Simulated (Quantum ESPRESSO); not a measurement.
Nb:

```
CELL_PARAMETERS angstrom
0.00000 2.11500 2.11500
2.11500 0.00000 2.11500
2.11500 2.11500 0.00000
ATOMIC_POSITIONS crystal
Nb 0.00000 0.00000 0.00000
```

This isn't the form of Nb at room conditions, which is bcc.

| Item | Value |
| --- | --- |
| Program | Quantum ESPRESSO 7.5 |
| Task | relaxation of cell and atoms |
| Functional | PBEsol |
| Potentials or basis | GBRV 1.5 PBEsol |
| Cutoff | 612 eV |
| Density cutoff | 4898 eV |
| k mesh | 11 × 11 × 11 |
| Occupations | fermi-dirac, width 0.05 eV |
| Spin | no spin polarisation |

At the start: pressure -7.9 GPa; volume 18.92 Å³/atom.

**Question.** Where does the relaxation end?

**Answer.** Over 3 steps the energy falls by 21.2 meV/atom and the volume is 18.02 Å³/atom (-4.8 %); space group Fm-3m (No. 225, to 0.05 Å).

Step by step:
```csv
step,energy change (eV),largest force (eV/Å),pressure (GPa),volume (Å³)
1,0.0000,0.0000,-7.87,18.92
2,-0.0208,0.0000,-1.52,18.18
3,-0.0212,0.0000,0.07,18.02
```

Final structure:
```cif
data_structure
_symmetry_space_group_name_H-M 'P 1'
_symmetry_Int_Tables_number 1
_cell_length_a 2.9427
_cell_length_b 2.9427
_cell_length_c 2.9427
_cell_angle_alpha 60.000
_cell_angle_beta 60.000
_cell_angle_gamma 60.000
_cell_volume 18.02
loop_
_atom_site_label
_atom_site_type_symbol
_atom_site_fract_x
_atom_site_fract_y
_atom_site_fract_z
_atom_site_occupancy
Nb1 Nb 0.00000 0.00000 0.00000 1
```
